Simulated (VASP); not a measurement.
The system is AgI (Iodargyrite).

```
Ag I
1.0
     4.59000    0.00000    0.00000
    -2.29500    3.97506    0.00000
     0.00000    0.00000    7.52000
Ag I
2 2
Cartesian
  2.2950 1.3250 4.7376
  0.0000 2.6500 0.9776
  2.2950 1.3250 0.0000
  0.0000 2.6500 3.7600
```

- Program: VASP 6.6.1
- Task: relaxation of cell and atoms
- Functional: LDA
- Potentials or basis: VASP PAW LDA potentials, release 64 (Ag, I)
- Cutoff: 600 eV
- k mesh: 9 × 9 × 4
- Occupations: gaussian, width 0.03 eV
- Spin: no spin polarisation

At the start: pressure -2.4 GPa; volume 34.30 Å³/atom.

Q: How do energy, volume and symmetry change on relaxing?

A: Over 13 steps the energy falls by 19.5 meV/atom and the volume is 31.94 Å³/atom (-6.9 %); space group P6_3mc (No. 186, to 0.05 Å).

Step by step:
```csv
step,energy change (eV),largest force (eV/Å),pressure (GPa),volume (Å³)
1,0.0000,0.0770,-2.43,137.21
2,-0.0764,0.0505,0.25,127.14
3,-0.0769,0.0538,0.01,127.82
4,-0.0769,0.0530,0.04,127.64
5,-0.0774,0.0182,0.07,127.66
6,-0.0774,0.0119,0.07,127.67
7,-0.0776,0.0102,0.02,127.91
8,-0.0775,0.0076,-0.08,128.30
9,-0.0775,0.0085,-0.11,128.16
10,-0.0776,0.0094,-0.05,128.03
11,-0.0777,0.0109,-0.05,128.04
12,-0.0778,0.0149,-0.05,128.06
13,-0.0779,0.0038,0.01,127.77
```

Final structure:
```
Ag I
1.0
     4.48077    0.00000    0.00000
    -2.24039    3.88046    0.00000
     0.00000    0.00000    7.34833
Ag I
2 2
Direct
  0.66667 0.33333 0.62808
  0.33333 0.66667 0.12808
  0.66667 0.33333 0.00192
  0.33333 0.66667 0.50192
```
